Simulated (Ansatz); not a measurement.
# Ti2O: the cost of one run

Program: Ansatz 0.2.0. Level of theory: DFT PBE, scalar-relativistic, plane waves, PAW. These are calculated values, not measurements.

The COD entry's cell or inner coordinates are ideal or old and differ from later refinements, so a difference from it is no clean test against experiment.

## (1) The system as given

Symmetry: Pn-3m, No. 224, cubic system. Conventional cell: a = 4.299 Å, b = 4.299 Å, c = 4.299 Å, α = 90.00°, β = 90.00°, γ = 90.00°. Around Ti (site symmetry -3m) lie 2 O at 1.86 Å. Around O (site symmetry -43m) lie 4 Ti at 1.86 Å.

Coordinates:

```xyz
6
Lattice="4.2985 0.0000 0.0000 0.0000 4.2985 0.0000 0.0000 0.0000 4.2985" Properties=species:S:1:pos:R:3 pbc="T T T"
Ti    1.0746    1.0746    1.0746
Ti    1.0746    3.2239    3.2239
Ti    3.2239    3.2239    1.0746
Ti    3.2239    1.0746    3.2239
O     0.0000    0.0000    0.0000
O     2.1493    2.1493    2.1493
```

This is candidate A: cuprite type (Pn-3m, No. 224).

(A quick probe on a coarse mesh, which set the mesh and smearing, is not shown.)

## (3) Coarse relaxation (candidate A)

File input.yaml:

```yaml
crystal:
  lattice:
    - [4.2985092713, 0.0, 0.0]
    - [0.0, 4.2985092713, 0.0]
    - [0.0, 0.0, 4.2985092713]
  atoms:
    - { symbol: Ti, position: [0.25, 0.25, 0.25], spin: 0.13 }
    - { symbol: Ti, position: [0.25, 0.75, 0.75], spin: 0.13 }
    - { symbol: Ti, position: [0.75, 0.75, 0.25], spin: 0.13 }
    - { symbol: Ti, position: [0.75, 0.25, 0.75], spin: 0.13 }
    - { symbol: O, position: [0.0, 0.0, 0.0] }
    - { symbol: O, position: [0.5, 0.5, 0.5] }
basis:
  ecutwfc: 420
kpoints:
  mp_grid: { grid: [4, 4, 4] }
hamiltonian:
  xc: pbe
scf:
  occupations: { method: gaussian, width: 0.1 }
  lower_state_search: "off"
output:
  forces: true
  stress: true
  eigenvalues: true
  populations: true
magnetization:
  spin_polarized: true
relax:
  adjacent_minimum: "off"
  f_tol: 0.04
  max_steps: 70
  cell: { stress_tol: 0.4 }
```

On the command line:

```
> ansatz run input.yaml --threads 1 --pin off --max-ram 2560MiB --backend cpu --events-out ev --progress --plain --runs-dir out
```

What time and memory should one allow on 1 thread of Arm Neoverse V2, shared host?

About 35 s, with a peak of 0.38 GiB.
